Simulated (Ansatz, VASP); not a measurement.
**Two plane-wave programs on BaTiO3 (Barioperovskite)**

File INCAR:

```
ALGO = Normal
EDIFF = 1E-6
ENCUT = 520
GGA = PE
ISIF = 2
ISMEAR = -1
LASPH = T
LCHARG = F
LREAL = F
LWAVE = F
NBANDS = 28
NELM = 60
PREC = Accurate
SIGMA = 0.02
```

The input KPOINTS:

```
k-points
0
Gamma
  6 6 6
```

File POSCAR:

```
BaTiO3
1.0
    3.9634143980      0.0000000000      0.0000000000
    0.0000000000      2.8577462615      2.8742108424
    0.0000000000     -2.8577462615      2.8742108424
Ba Ti O
1 1 3
Direct
    0.0000000000      0.0084123005      0.0084123005
    0.5000000000      0.5239607265      0.5239607265
    0.0000000000      0.4903884208      0.4903884208
    0.5000000000      0.4939726399      0.9801459124
    0.5000000000      0.9801459124      0.4939726399
```

Input for Ansatz:

```yaml
crystal:
  lattice:
    - [3.963414398, 0.0, 0.0]
    - [0.0, 2.8577462615, 2.8742108424]
    - [0.0, -2.8577462615, 2.8742108424]
  atoms:
    - { symbol: Ba, position: [0.0, 0.0084123005, 0.0084123005] }
    - { symbol: Ti, position: [0.5, 0.5239607265, 0.5239607265] }
    - { symbol: O, position: [0.0, 0.4903884208, 0.4903884208] }
    - { symbol: O, position: [0.5, 0.4939726399, 0.9801459124] }
    - { symbol: O, position: [0.5, 0.9801459124, 0.4939726399] }
kpoints:
  mp_grid: { grid: [6, 6, 6] }
  band_path:
    path:
      - [0.0, 0.0, 0.0]
      - [0.0, 0.5, 0.5]
      - [0.0, 0.502855988, 0.497144012]
      - [0.0, 0.497144012, -0.497144012]
      - [0.5, 0.0, 0.0]
      - [0.5, 0.497144012, -0.497144012]
      - [0.5, 0.502855988, 0.497144012]
      - [0.5, 0.5, 0.5]
      - [0.0, 0.5, 0.0]
    npoints: 1
hamiltonian:
  xc: pbe
scf:
  occupations: { method: fermi_dirac, width: 0.02 }
  n_extra_bands: 5
output:
  forces: true
  stress: true
  eigenvalues: true
  write_density: true
  write_potential: true
  elf: true
  volumetric_format: npy
```

Alike in both runs: task single point; functional PBE; k mesh 6 × 6 × 6; occupations fermi-dirac, width 0.02 eV; no spin polarisation.

|  | VASP | Ansatz |
| --- | --- | --- |
| version | VASP 6.6.1 | Ansatz 0.2.0 |
| potentials or method | VASP PAW PBE potentials, release 64 (Ba_sv, Ti_sv, O) | plane waves, PAW |
| plane-wave cutoff (eV) | 520 | 420 |
| valence electrons in the cell | 40 | 40 |

Ansatz gave:

* gap on the k mesh at the Fermi level (eV): 2.29
* pressure (GPa): 3.2
* largest component of the traceless stress (GPa): 0.09
* rms of the force components (eV/Å): 0.042

Task: Which values does VASP return?

Result: gap on the k mesh at the Fermi level (eV): 2.25; pressure (GPa): 4.9; largest component of the traceless stress (GPa): 0.13; rms of the force components (eV/Å): 0.067.

Atom by atom the forces differ by 0.031 eV/Å (rms over components).

Caveats: spin-orbit coupling is left out, which moves the levels of the heavy elements. A k mesh can miss the band edges. As with any semilocal functional, this PBE gap is likely too small.
